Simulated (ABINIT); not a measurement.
# Pd (P6_3/mmc) in ABINIT: a series of runs

The runs below take Pd through single point, with revPBE, PW91, WC, PBE.

All numbers are computed with ABINIT 10.8.3 (patched build); they aren't measurements. Logs are shortened: lines on timing, memory, paths and dates and some standing lists are left out, and cuts for length are marked. The log counts tension as positive stress, the text compression.

## 1. Starting point

Symmetry: P6_3/mmc, No. 194, hexagonal system. Conventional cell: a = 2.784 Å, b = 2.784 Å, c = 4.629 Å, α = 90.00°, β = 90.00°, γ = 120.00°. Around Pd (site symmetry -6m2) lie 12 Pd at 2.78 to 2.82 Å.

This isn't the form of Pd at room conditions, which is fcc.

## 2. Single point, revPBE

The input, run.abi:

```
# Pseudopotentials
pp_dirpath "./"
pseudos "Pd.GGA_PBE-JTH.xml"

# Structure
acell 5.2603645593 5.2603645593 8.7473400302
rprim
     1.0000000000     0.0000000000     0.0000000000
    -0.5000000000     0.8660254038     0.0000000000
     0.0000000000     0.0000000000     1.0000000000
ntypat 1
znucl 46
natom 2
typat 1 1
xred
     0.3333333333     0.6666666667     0.2500000000
     0.6666666667     0.3333333333     0.7500000000

# Plane-wave basis
ecut 26.0
pawecutdg 48.0
pawxcdev 0

# k points
kptopt 1
ngkpt 11 11 6
nshiftk 1
shiftk 0.0 0.0 0.0

# Exchange and correlation
ixc 14

# Bands and occupations
nband 22
occopt 3
tsmear 0.00183747

# SCF cycle
nstep 100
tolvrs 1.0e-9

# Output
iomode 3
prtwf 0
prteig 0
prtebands 0
enunit 2
prtden 1
prtvha 1
prtvclmb 1
prtpot 1
```

Potentials or basis: JTH PAW PBE v2.0.

The run is started by

```bash
$ abinit run.abi > log 2>&1
```

run.abo:

```text
.Version 10.8.3 of ABINIT
 Symmetries : space group P6_3/m m c (#194); Bravais hP (primitive hexag.)
================================================================================
 Values of the parameters that define the memory need of the present run
     intxc =       0    ionmov =       0      iscf =      17    lmnmax =      18
     lnmax =       6     mgfft =      45  mpssoang =       3    mqgrid =    3001
     natom =       2  nloc_mem =       2    nspden =       1   nspinor =       1
    nsppol =       1      nsym =      24    n1xccc =       1    ntypat =       1
    occopt =       3   xclevel =       2
       mpw =        1350          nfft =       32805          nkpt =          64
 PAW method is used; the additional fine FFT grid is defined by:
   mgfftf=        60    nfftf =     77760
================================================================================
================================================================================

--------------------------------------------------------------------------------
------------- Echo of variables that govern the present computation ------------
--------------------------------------------------------------------------------
 -outvars: echo values of preprocessed input variables --------
            acell      5.2603645593E+00  5.2603645593E+00  8.7473400302E+00 Bohr
              amu      1.06420000E+02
             ecut      2.60000000E+01 Hartree
           enunit           2
                       outvar_i_n : Printing only first  50 k-points.
              ixc          14
                       outvar_i_n : Printing only first  50 k-points.
         kptrlatt       11    0    0      0   11    0      0    0    6
          kptrlen      5.24840402E+01
            natom           2
            nband          22
            ngfft          27      27      45
          ngfftdg          36      36      60
             nkpt          64
            nstep         100
             nsym          24
           ntypat           1
                       prtocc : prtvol=0, do not print more k-points.
           occopt           3
        pawecutdg      4.80000000E+01 Hartree
         pawxcdev           0
        prtebands           0
           prteig           0
           prtpot           1
         prtvclmb           1
           prtvha           1
            prtwf           0
            rprim      1.0000000000E+00  0.0000000000E+00  0.0000000000E+00
                      -5.0000000000E-01  8.6602540380E-01  0.0000000000E+00
                       0.0000000000E+00  0.0000000000E+00  1.0000000000E+00
          spgroup         194
           tolvrs      1.00000000E-09
           tsmear      1.83747000E-03 Hartree
            typat      1  1
           useylm           1
                       outvars : Printing only first  50 k-points.
           xangst     -8.0542189207E-18  1.6071497625E+00  1.1572232492E+00
                       1.3918325220E+00  8.0357488124E-01  3.4716697476E+00
            xcart     -1.5220267918E-17  3.0370728944E+00  2.1868350076E+00
                       2.6301822796E+00  1.5185364472E+00  6.5605050227E+00
             xred      3.3333333333E-01  6.6666666667E-01  2.5000000000E-01
                       6.6666666667E-01  3.3333333333E-01  7.5000000000E-01
            znucl       46.00000

================================================================================

 chkinp: Checking input parameters for consistency.

================================================================================
== DATASET  1 ==================================================================

--- !DatasetInfo
iteration_state: {dtset: 1, }
dimensions: {natom: 2, nkpt: 64, mband: 22, nsppol: 1, nspinor: 1, nspden: 1, mpw: 1350, }
cutoff_energies: {ecut:  26.0, pawecutdg:  48.0, }
electrons: {nelect:   3.60000000E+01, charge:   0.00000000E+00, occopt:   3.00000000E+00, tsmear:   1.83747000E-03, }
meta: {optdriver: 0, ionmov: 0, optcell: 0, iscf: 17, paral_kgb: 0, }
...

 Exchange-correlation functional for the present dataset will be:
  GGA: revPBE functional - ixc=14
  Zhang and Yang, PRL 80, 890 (1998)

 Real(R)+Recip(G) space primitive vectors, cartesian coordinates (Bohr,Bohr^-1):
 R(1)=  5.2603646  0.0000000  0.0000000  G(1)=  0.1901009  0.1097548  0.0000000
 R(2)= -2.6301823  4.5556093  0.0000000  G(2)=  0.0000000  0.2195096  0.0000000
 R(3)=  0.0000000  0.0000000  8.7473400  G(3)=  0.0000000  0.0000000  0.1143205
 Unit cell volume ucvol=  2.0962271E+02 bohr^3
 Angles (23,13,12)=  9.00000000E+01  9.00000000E+01  1.20000000E+02 degrees

 Coarse grid specifications (used for wave-functions):

 getcut: wavevector=  0.0000  0.0000  0.0000  ngfft=  27  27  45
         ecut(hartree)=     26.000   => boxcut(ratio)=   2.15543

 Fine grid specifications (used for densities):

 getcut: wavevector=  0.0000  0.0000  0.0000  ngfft=  36  36  60
         ecut(hartree)=     48.000   => boxcut(ratio)=   2.19432

--- Pseudopotential description ------------------------------------------------
[... 65 lines left out ...]
etotal    :  -2.57452776E+02
entropy   :   0.00000000E+00
fermie    :   4.00129380E-01
cartesian_stress_tensor: # hartree/bohr^3
- [ -4.45413320E-05,   0.00000000E+00,   0.00000000E+00, ]
- [  0.00000000E+00,  -4.45413347E-05,   0.00000000E+00, ]
- [  0.00000000E+00,   0.00000000E+00,  -4.58912184E-05, ]
pressure_GPa:   1.3237E+00
xred      :
- [  3.3333E-01,   6.6667E-01,   2.5000E-01, Pd]
- [  6.6667E-01,   3.3333E-01,   7.5000E-01, Pd]
cartesian_forces: # hartree/bohr
- [ -0.00000000E+00,  -0.00000000E+00,  -0.00000000E+00, ]
- [ -0.00000000E+00,  -0.00000000E+00,  -0.00000000E+00, ]
force_length_stats: {min:   0.00000000E+00, max:   0.00000000E+00, mean:   0.00000000E+00, }
...

 Integrated electronic density in atomic spheres:
 ------------------------------------------------
 Atom  Sphere_radius  Integrated_density
    1        2.51165         16.85569178
    2        2.51165         16.85569178

================================================================================

 ----iterations are completed or convergence reached----

 Mean square residual over all n,k,spin=   12.710E-08; max=  73.563E-06
 reduced coordinates (array xred) for    2 atoms
       0.333333333333      0.666666666667      0.250000000000
       0.666666666667      0.333333333333      0.750000000000
 rms dE/dt=  0.0000E+00; max dE/dt=  0.0000E+00; dE/dt below (all hartree)
    1       0.000000000000      0.000000000000      0.000000000000
    2       0.000000000000      0.000000000000      0.000000000000

 cartesian coordinates (angstrom) at end:
    1     -0.00000000000000     1.60714976247844     1.15722324921528
    2      1.39183252196745     0.80357488123922     3.47166974764583

 cartesian forces (hartree/bohr) at end:
    1     -0.00000000000000    -0.00000000000000    -0.00000000000000
    2     -0.00000000000000    -0.00000000000000    -0.00000000000000
 frms,max,avg= 0.0000000E+00 0.0000000E+00   0.000E+00  0.000E+00  0.000E+00 h/b

 cartesian forces (eV/Angstrom) at end:
    1     -0.00000000000000    -0.00000000000000    -0.00000000000000
    2     -0.00000000000000    -0.00000000000000    -0.00000000000000
 frms,max,avg= 0.0000000E+00 0.0000000E+00   0.000E+00  0.000E+00  0.000E+00 e/A
 length scales=  5.260364559300  5.260364559300  8.747340030200 bohr
              =  2.783665043935  2.783665043935  4.628892996861 angstroms
 Fermi (or HOMO) energy (hartree) =   0.40013   Average Vxc (hartree)=  -0.44906
 Eigenvalues (hartree) for nkpt=  64  k points:
 kpt#   1, nband= 22, wtk=  0.00138, kpt=  0.0000  0.0000  0.0000 (reduced coord)
  -2.68638   -2.68494   -1.43069   -1.42242   -1.42242   -1.42080   -1.42080   -1.41883
   0.15120    0.21871    0.30027    0.30688    0.30688    0.31892    0.31892    0.34265
   0.34265    0.39147    0.39147    0.43821    0.64387    1.02326
      occupation numbers for kpt#   1
   2.00000    2.00000    2.00000    2.00000    2.00000    2.00000    2.00000    2.00000
   2.00000    2.00000    2.00000    2.00000    2.00000    2.00000    2.00000    2.00000
   2.00000    1.98215    1.98215    0.00000    0.00000    0.00000
 prteigrs : prtvol=0 or 1, do not print more k-points.

 Fermi (or HOMO) energy (eV) =  10.88808   Average Vxc (eV)= -12.21958
 Eigenvalues (   eV  ) for nkpt=  64  k points:
 kpt#   1, nband= 22, wtk=  0.00138, kpt=  0.0000  0.0000  0.0000 (reduced coord)
 -73.10020  -73.06082  -38.93113  -38.70612  -38.70612  -38.66181  -38.66181  -38.60822
   4.11431    5.95138    8.17073    8.35057    8.35057    8.67815    8.67815    9.32394
   9.32394   10.65256   10.65256   11.92420   17.52061   27.84426
 prteigrs : prtvol=0 or 1, do not print more k-points.

--- !EnergyTerms
iteration_state     : {dtset: 1, }
comment             : Components of total free energy in Hartree
kinetic             :  2.66217504703818E+01
hartree             :  3.05820775429203E+01
xc                  : -8.55002543085153E+00
Ewald energy        : -1.98463701987193E+02
psp_core            :  1.56405347993528E+01
local_psp           : -1.03725376242428E+02
PAW spherical_terms : -1.95562948862760E+01
internal            : -2.57451035734093E+02
'-kT*entropy'       : -1.76463509959906E-03
total_energy        : -2.57452800369193E+02
total_energy_eV     : -7.00564759095555E+03
...

--- !EnergyTermsDC
iteration_state     : {dtset: 1, }
comment             : '"Double-counting" decomposition of free energy'
band_energy         : -2.16083178960870E+01
Ewald energy        : -1.98463701987193E+02
psp_core            :  1.56405347993528E+01
xc_dc               : -2.92979923984016E+01
PAW spherical_terms : -2.37215335951127E+01
internal            : -2.57451011077441E+02
'-kT*entropy'       : -1.76463509959906E-03
total_energy_dc     : -2.57452775712541E+02
total_energy_dc_eV  : -7.00564692001387E+03
...

--- !EnergyTermsWithPAWCore
iteration_state     : {dtset: 1, }
comment             : 'Components of total free energy, including PAW core contributions'
Total energy        : -1.00924570442409E+04
Total energy DC     : -1.00924570195843E+04
Total energy (eV)   : -2.74629746801812E+05
Total energy DC (eV): -2.74629746130870E+05
...

 Cartesian components of stress tensor (hartree/bohr^3)
  sigma(1 1)= -4.45413320E-05  sigma(3 2)=  0.00000000E+00
  sigma(2 2)= -4.45413347E-05  sigma(3 1)=  0.00000000E+00
  sigma(3 3)= -4.58912184E-05  sigma(2 1)=  0.00000000E+00

-Cartesian components of stress tensor (GPa)         [Pressure=  1.3237E+00 GPa]
- sigma(1 1)= -1.31045123E+00  sigma(3 2)=  0.00000000E+00
- sigma(2 2)= -1.31045131E+00  sigma(3 1)=  0.00000000E+00
- sigma(3 3)= -1.35016626E+00  sigma(2 1)=  0.00000000E+00

== END DATASET(S) ==============================================================
================================================================================

 -outvars: echo values of variables after computation  --------
            acell      5.2603645593E+00  5.2603645593E+00  8.7473400302E+00 Bohr
           etotal     -2.5745277571E+02
            fcart     -0.0000000000E+00 -0.0000000000E+00 -0.0000000000E+00
                      -0.0000000000E+00 -0.0000000000E+00 -0.0000000000E+00
            rprim      1.0000000000E+00  0.0000000000E+00  0.0000000000E+00
                      -5.0000000000E-01  8.6602540380E-01  0.0000000000E+00
                       0.0000000000E+00  0.0000000000E+00  1.0000000000E+00
           strten     -4.4541332034E-05 -4.4541334714E-05 -4.5891218423E-05
                       0.0000000000E+00  0.0000000000E+00  0.0000000000E+00
           xangst     -8.0542189207E-18  1.6071497625E+00  1.1572232492E+00
                       1.3918325220E+00  8.0357488124E-01  3.4716697476E+00
             xred      3.3333333333E-01  6.6666666667E-01  2.5000000000E-01
                       6.6666666667E-01  3.3333333333E-01  7.5000000000E-01
 Calculation completed.
```

Wall time 2.3 min (1 thread of Arm Neoverse V1, shared host); peak memory 0.18 GiB.

What came out:

| Item | Value |
| --- | --- |
| Free energy | -7005.6469 eV |
| Pressure | 1.3 GPa |
| Band gap on the k mesh | none (metal or under the smearing width) |
| Valence electrons inside the program's atomic spheres | Pd 16.86 (radii [1.3291] Å) |

Levels at points of the mesh, in eV from the Fermi level:
```tsv
k point	band 14	band 15	band 16	band 17	band 18	band 19	band 20	band 21	band 22
(0.00, 0.00, 0.00)	-2.21	-2.21	-1.56	-1.56	-0.24	-0.24	1.04	6.63	16.96
(0.00, 0.00, 0.50)	-2.58	-2.58	-2.58	-0.66	-0.66	-0.66	-0.66	13.66	13.66
```

Caveat: the PAW data sets were made with another functional, which shifts forces and pressure a little.

## 3. Single point, PW91

Edit run.abi of step 2 so:

```diff
@@ -30,3 +30,3 @@
 # Exchange and correlation
-ixc 14
+ixc -109134
```

Potentials or basis: JTH PAW PBE v2.0.

The run is started by

```bash
$ abinit run.abi > log 2>&1
```

It took 2.4 min on 1 thread of Arm Neoverse V1, shared host; peak memory 0.19 GiB.

The run converged. Its results:

* Free energy: -7016.1420 eV
* Pressure: -1.8 GPa
* Band gap on the k mesh: none (metal or under the smearing width)
* Valence electrons inside the program's atomic spheres: Pd 16.86 (radii [1.3291] Å)

Stress tensor (GPa, compression positive):
```
-1.86  0.00  0.00
 0.00 -1.86  0.00
 0.00  0.00 -1.67
```

Levels at points of the mesh, in eV from the Fermi level:
| k point | band 14 | band 15 | band 16 | band 17 | band 18 | band 19 | band 20 | band 21 | band 22 |
| --- | --- | --- | --- | --- | --- | --- | --- | --- | --- |
| (0.00, 0.00, 0.00) | -2.21 | -2.21 | -1.57 | -1.57 | -0.23 | -0.23 | 1.05 | 6.59 | 17.07 |
| (0.00, 0.00, 0.50) | -2.58 | -2.58 | -2.58 | -0.66 | -0.66 | -0.66 | -0.66 | 13.67 | 13.67 |

Caveat: the PAW data sets were made with another functional, which shifts forces and pressure a little.

(Continued in part 2 of 2.)
